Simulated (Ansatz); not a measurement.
A 2-atom cell of KCl started from a crystallographic database, relaxed with r2SCAN in the plane-wave code Ansatz. It is cubic, Pm-3m (No. 221); conventional cell a = 3.771 Å, 26.81 Å³ an atom. Around K lie 8 Cl at 3.27 Å; around Cl lie 8 K at 3.27 Å.

The axes x, y and z are those of this cell:
```yaml
crystal:
  lattice:
    - [3.77081, 0.00000, 0.00000]
    - [0.00000, 3.77081, 0.00000]
    - [0.00000, 0.00000, 3.77081]
  atoms:
    - { symbol: K, position: [0.00000, 0.00000, 0.00000] }
    - { symbol: Cl, position: [0.50000, 0.50000, 0.50000] }
```

Unstrained: With PBE the valence top lies at M and the conduction bottom at Γ, 5.032 eV higher; the smallest vertical gap, at Γ, is 5.245 eV. With r2SCAN the valence top lies at M and the conduction bottom at Γ, 5.803 eV higher; the smallest vertical gap, at Γ, is 6.018 eV. With HSE06 the valence top lies at M and the conduction bottom at Γ, 6.367 eV higher; the smallest vertical gap, at Γ, is 6.596 eV. Meshes: PBE 8×8×8, r2SCAN 8×8×8, HSE06 6×6×6. Strains are changes of length per length. After each strain the atoms were relaxed again with r2SCAN within the symmetry that the strain leaves, so tilts or polar shifts that break it weren't tested; points keep the names that they have in the unstrained zone. The values are computed, spin-unpolarised, and not measurements.

Q: One strain changed the r2SCAN stress by xx -2.57, yy -2.57, zz -2.57 GPa (compression positive) and the gap by -0.684 eV (PBE), -0.729 eV (r2SCAN), -0.734 eV (HSE06). Which kind of strain was it, and roughly how large?

A: Isotropic +5.91 % on every length. The pattern of the stress gives the kind; the size needs the stiffness, so it is an estimate.

Q: One strain changed the r2SCAN stress by xx +3.42, yy +0.52, zz +0.52 GPa (compression positive) and the gap by +0.014 eV (PBE), +0.017 eV (r2SCAN), +0.025 eV (HSE06). Which kind of strain was it, and roughly how large?

A: Uniaxial -5.46 % along x, other directions held. The pattern of the stress gives the kind; the size needs the stiffness, so it is an estimate.

The meshes of the hybrids are coarse, so their gaps aren't converged to the digits shown.
